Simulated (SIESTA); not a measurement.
Crystal: Pb.

```
CELL_PARAMETERS angstrom
0.00000 2.47502 2.47502
2.47502 0.00000 2.47502
2.47502 2.47502 0.00000
ATOMIC_POSITIONS crystal
Pb 0.00000 0.00000 0.00000
```

Base run:

```yaml
Program: SIESTA 5.4.2
Functional: VV10
Potentials_or_basis: PseudoDojo 0.4 standard (PBE files)
Basis: DZP (energy shift 0.002 Ry)
Grid_cutoff: 500 Ry
Energy_shift: 0.002 Ry
k_mesh: 9 × 9 × 9
Occupations: fermi-dirac, width 0.05 eV
Spin: no spin polarisation
```

Its results: band gap on the k mesh none (metal or under the smearing width); pressure 3.5 GPa.

Task: The run is repeated on the same cell with these changes: functional from VV10 to BLYP. What comes out?

Result: Band gap on the k mesh none (metal or under the smearing width); pressure 6.4 GPa.

Caveats: semicore shells carry a single zeta, which can move pressures by several GPa and volumes by a few percent; the potentials were made for another functional, which shifts forces and pressure; the basis of atomic orbitals isn't converged, which shifts pressures, moduli and gaps; the non-local part is tabulated coarsely and may be off by about a percent (some runs).

Not every run made on this cell is shown here.
